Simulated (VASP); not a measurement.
A run of VASP 6.6.1 is set up as follows.

POSCAR

```
CuI
1.0
    0.0000000000      3.0395400000      3.0395400000
    3.0395400000      0.0000000000      3.0395400000
    3.0395400000      3.0395400000      0.0000000000
Cu I
1 1
Direct
    0.2500000000      0.2500000000      0.2500000000
    0.0000000000      0.0000000000      0.0000000000
```

File INCAR.step1:

```
SYSTEM = CuI
PREC     = Accurate       ! precision mode
ENCUT    = 520            ! plane-wave cutoff, eV
EDIFF    = 1E-5           ! SCF threshold, eV
ISMEAR   = 0              ! smearing method
SIGMA    = 0.02           ! smearing width, eV
LREAL    = .False.        ! projectors in reciprocal space
LASPH    = .True.         ! aspherical terms in the spheres
NELM     = 100            ! most SCF steps
ALGO     = Normal         ! electronic algorithm
ISIF     = 2              ! what is computed and relaxed
LWAVE    = .True.         ! write WAVECAR
LCHARG   = .False.        ! write CHGCAR
LMAXMIX  = 4              ! l up to which the mixer works
GGA      = PE             ! functional
```

The input INCAR.step2:

```
SYSTEM = CuI
PREC     = Accurate       ! precision mode
ENCUT    = 520            ! plane-wave cutoff, eV
EDIFF    = 1E-6           ! SCF threshold, eV
ISMEAR   = 0              ! smearing method
SIGMA    = 0.02           ! smearing width, eV
LREAL    = .False.        ! projectors in reciprocal space
LASPH    = .True.         ! aspherical terms in the spheres
NELM     = 100            ! most SCF steps
ALGO     = Normal         ! electronic algorithm
ISIF     = 2              ! what is computed and relaxed
LWAVE    = .False.        ! write WAVECAR
LCHARG   = .False.        ! write CHGCAR
LMAXMIX  = 4              ! l up to which the mixer works
GGA      = PE             ! functional
LHFCALC  = .True.         ! exact exchange
HFSCREEN = 0.2            ! screening, 1/A
PRECFOCK = Fast         
ISTART   = 1
```

The input KPOINTS:

```
regular mesh
0
Gamma
  6 6 6
  0 0 0
```

File KPOINTS_OPT:

```
path GXWKGLUWLK,UX
10
line-mode
reciprocal
 0.0000000000  0.0000000000  0.0000000000  G
 0.5000000000  0.0000000000  0.5000000000  X

 0.5000000000  0.0000000000  0.5000000000  X
 0.5000000000  0.2500000000  0.7500000000  W

 0.5000000000  0.2500000000  0.7500000000  W
 0.3750000000  0.3750000000  0.7500000000  K

 0.3750000000  0.3750000000  0.7500000000  K
 0.0000000000  0.0000000000  0.0000000000  G

 0.0000000000  0.0000000000  0.0000000000  G
 0.5000000000  0.5000000000  0.5000000000  L

 0.5000000000  0.5000000000  0.5000000000  L
 0.6250000000  0.2500000000  0.6250000000  U

 0.6250000000  0.2500000000  0.6250000000  U
 0.5000000000  0.2500000000  0.7500000000  W

 0.5000000000  0.2500000000  0.7500000000  W
 0.5000000000  0.5000000000  0.5000000000  L

 0.5000000000  0.5000000000  0.5000000000  L
 0.3750000000  0.3750000000  0.7500000000  K

 0.6250000000  0.2500000000  0.6250000000  U
 0.5000000000  0.0000000000  0.5000000000  X
```

Potentials or basis: VASP PAW PBE potentials, release 64 (Cu, I).

Launch:

```console
$ cat potpaw_PBE.64/Cu/POTCAR potpaw_PBE.64/I/POTCAR > POTCAR
$ cp INCAR.step1 INCAR
$ mpirun -np 1 vasp_std > vasp.out
$ cp INCAR.step2 INCAR
$ mpirun -np 1 vasp_std > vasp.out
```

(1) What does it give for the band gap on the k mesh?

(2) Predict the pressure.

(3) Predict the band gap along the path.

Results:

(1) 2.58 eV, direct.

(2) 0.0 GPa.

(3) 2.58 eV, direct.

Caveat: the PAW data sets were made with another functional, which shifts forces and pressure a little; spin-orbit coupling is left out, which moves the levels of the heavy elements.
